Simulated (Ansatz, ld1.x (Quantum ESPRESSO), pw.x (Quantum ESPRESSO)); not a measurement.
# Os (fcc): variants of one TM potential in the solid

| Property | Result |
| --- | --- |
| Element | osmium (Os) |
| Generator | ld1.x (Quantum ESPRESSO) 7.5 |
| Type | norm-conserving Troullier–Martins (Kleinman–Bylander form) |
| Functional | PBE |
| Relativity | scalar-relativistic |
| Frozen core | [Xe] 4f14 |
| Valence charge | 8 |
| Reference configuration | 5d6 6s1.75 6p0.25 |
| Partial waves | 6s (bound): rc 2.50 bohr; 6p (bound): rc 2.45 bohr; 5d (bound): rc 1.55 bohr |
| Local potential | all-electron potential smoothed inside 2.30 bohr (lloc = -1) |
| Core correction | a·sin(br)/r model core inside 1.25 bohr |

Crystal test: fcc Os in pw.x 7.5, no spin, 15³ k-points, Fermi–Dirac smearing 0.01 Ry, cutoffs set for each file from its atomic test. The reference is all-electron LAPW (Ansatz 0.2.0) with the same functional, mesh and smearing; V0 and B0 come from Birch–Murnaghan fits to the pressures at five volumes. Errors are pseudo minus all-electron; Δ is the rms difference of the E(V) curves that follow from these fits, minima aligned, over ±6 % about the mean V0. Mesh and smearing are coarse, so the numbers serve the comparison and aren't converged zero-temperature values; the lattice is a test structure that the element need not adopt.

All-electron: a0 = 3.856 Å (V0 = 14.34 Å³/atom), B0 = 387.2 GPa.

Base: This is a poor potential for the solid. Note: ghost state, extra bound levels that the all-electron valence spectrum of the same l lacks: s at -4.1 eV. A true bound ghost makes a file unfit for plane-wave use. Atomic configuration tests: 2 of 7 tests not solved or not reliable. The logarithmic derivative shows an extra or strongly shifted pseudo pole above the reference energy (p near 1.12 Ry).

1 further variants are left out: they gave no file fit for a test, a broken result, the same result as the base, or pressures whose basis-set error rivals the error shown.

```csv
change,cutoffs (Ry),pw.x,a0 (Å),a0 error (%),B0 error (%),Δ (meV/atom),mean pressure error (GPa)
base,75/300,converged; bound ghost,3.834,-0.58,+2.8,21.4,-6.77
wave 6p (bound): rc 2.45 bohr becomes 6p (bound): rc 3.72 bohr,75/300,converged; bound ghost,3.841,-0.39,+1.6,14.3,-4.56
local potential the s channel,75/300,converged,3.903,+1.20,-1.6,44.2,+15.16
"all radii but the core radius scaled by about 1.28 (s 3.20, p 3.14, d 1.98 bohr); local potential all-electron potential smoothed inside 2.94 bohr (lloc = -1)",50/200,converged,3.873,+0.43,-0.5,15.9,+5.25
```

Q: Give the row for: wave 6s (bound): rc 2.50 bohr becomes 6s (bound): rc 2.98 bohr.

A: pw.x: converged; bound ghost; mean pressure error (GPa): -7.90; a0 (Å): 3.830; a0 error (%): -0.68; B0 error (%): +3.6; Δ (meV/atom): 25.0.
